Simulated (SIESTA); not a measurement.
## Al under changes of volume

One of the cells (16.116 Å³/atom); the others are scaled copies at fixed shape and fractional positions:

```xyz
1
Lattice="-1.5912 1.5912 1.5912 1.5912 -1.5912 1.5912 1.5912 1.5912 -1.5912" Properties=species:S:1:pos:R:3 pbc="T T T"
Al    0.0000    0.0000    0.0000
```

This isn't the form of Al at room conditions, which is fcc.

- Program: SIESTA 5.4.2
- Functional: PBEsol
- Potentials or basis: PseudoDojo 0.4 standard (PBEsol files)
- Basis: DZP (energy shift 0.003 Ry)
- Grid cutoff: 500 Ry
- Energy shift: 0.003 Ry
- k mesh: 12 × 12 × 12
- Occupations: fermi-dirac, width 0.05 eV
- Spin: no spin polarisation

| volume (Å³/atom) | energy over the lowest point (meV/atom) | pressure (GPa) |
| --- | --- | --- |
| 15.149 | ? | ? |
| 15.471 | 21.70 | 6.5 |
| 15.793 | 10.81 | 4.4 |
| 16.116 | 3.78 | 2.6 |
| 16.438 | 0.29 | 0.9 |
| 16.760 | 0.00 | -0.6 |
| 17.083 | 2.62 | -2.0 |

Q: What does the run at 15.149 Å³/atom give?

A: Energy over the lowest point 36.93 meV/atom; pressure 8.8 GPa.

Worked out: A Birch-Murnaghan fit of order 3 (a polynomial in V^(-2/3)) to the other rows has its minimum at 16.63 Å³/atom with B0 = V·E''(V) = 77 GPa and B' = 3.9. It gives 36.86 meV/atom at 15.149 Å³/atom, against the run's 36.93, and -dE/dV = 8.7 GPa, against 8.8.

Energies are extrapolated to zero smearing.

Caveats: the basis of atomic orbitals isn't converged, which shifts pressures, moduli and gaps.
